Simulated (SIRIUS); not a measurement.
Crystal: BAs.

```
CELL_PARAMETERS angstrom
0.00000 2.38850 2.38850
2.38850 0.00000 2.38850
2.38850 2.38850 0.00000
ATOMIC_POSITIONS crystal
As 0.75000 0.75000 0.75000
B 0.00000 0.00000 0.00000
```

Base run:

- Program: SIRIUS 7.12.0
- Functional: PBEsol
- Potentials or basis: all-electron FP-LAPW
- Cutoff: 228 eV
- Basis: apw+lo standard
- k mesh: 10 × 10 × 10
- Occupations: fermi-dirac, width 0.05 eV
- Spin: no spin polarisation

Its results: band gap on the k mesh 1.09 eV, indirect (least direct gap 3.24 eV).

The run is repeated on the same cell with these changes: functional from PBEsol to PBE. What comes out?

Band gap on the k mesh 1.19 eV, indirect (least direct gap 3.28 eV).

A k mesh can miss the band edges.
